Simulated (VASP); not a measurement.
**Ta: relaxation of cell and atoms with PBEsol**

Crystal: Ta.

```xyz
1
Lattice="-1.6513 1.6513 1.6513 1.6513 -1.6513 1.6513 1.6513 1.6513 -1.6513" Properties=species:S:1:pos:R:3 pbc="T T T"
Ta    0.0000    0.0000    0.0000
```

```yaml
Program: VASP 6.6.1
Task: relaxation of cell and atoms
Functional: PBEsol
Potentials_or_basis: VASP PAW PBE potentials, release 64 (Ta_pv)
Cutoff: 600 eV
k_mesh: 10 × 10 × 10
Occupations: fermi-dirac, width 0.05 eV
Spin: no spin polarisation
Ladder: gaps
Further_INCAR_settings: ALGO = Normal; EDIFF = 1e-07; IBRION = 2; EDIFFG = -0.01; NSW = 60; ISIF = 3
```

```yaml
Relaxed_volume: 17.83 Å³/atom
Relaxed_cell: a = 2.850 Å, b = 2.850 Å, c = 2.850 Å, α = 109.47°, β = 109.47°, γ = 109.47°
Space_group_after_relaxing_to_0.05_Å: Im-3m (No. 229)
Energy_gained_by_relaxing: 1.3 meV/atom
Ionic_steps: 3
Pressure_after_relaxing: 0.0 GPa
Band_gap_on_the_k_mesh: none (metal or under the smearing width)
```

The path:
| step | energy change (eV) | largest force (eV/Å) | pressure (GPa) | volume (Å³) |
| --- | --- | --- | --- | --- |
| 1 | 0.0000 | 0.0000 | -2.16 | 18.01 |
| 2 | 0.0064 | 0.0000 | 5.64 | 17.38 |
| 3 | -0.0013 | 0.0000 | -0.02 | 17.83 |

Final structure:
```cif
data_structure
_symmetry_space_group_name_H-M 'P 1'
_symmetry_Int_Tables_number 1
_cell_length_a 2.8504
_cell_length_b 2.8504
_cell_length_c 2.8504
_cell_angle_alpha 109.471
_cell_angle_beta 109.471
_cell_angle_gamma 109.471
_cell_volume 17.83
loop_
_atom_site_label
_atom_site_type_symbol
_atom_site_fract_x
_atom_site_fract_y
_atom_site_fract_z
_atom_site_occupancy
Ta1 Ta 0.00000 0.00000 0.00000 1
```

Levels at points of the mesh, in eV from the Fermi level:
```
           k point  band 3  band 4  band 5  band 6  band 7  band 8
(0.00, 0.00, 0.00)  -33.03   -7.98    0.69    0.69    0.69    4.00
(0.50, 0.00, 0.00)  -33.03   -4.45   -1.61    1.65    3.88    4.92
(0.50, 0.50, 0.50)  -33.88   -3.89   -3.89    6.89    6.89    6.89
```

It took 19 s on 1 thread of AMD EPYC 7R13 Processor (Zen 3) (shared host), peak memory 0.12 GiB.

Caveat: the PAW data sets were made with another functional, which shifts forces and pressure a little. The run has no spin-orbit coupling, so splittings on Ta are missing.
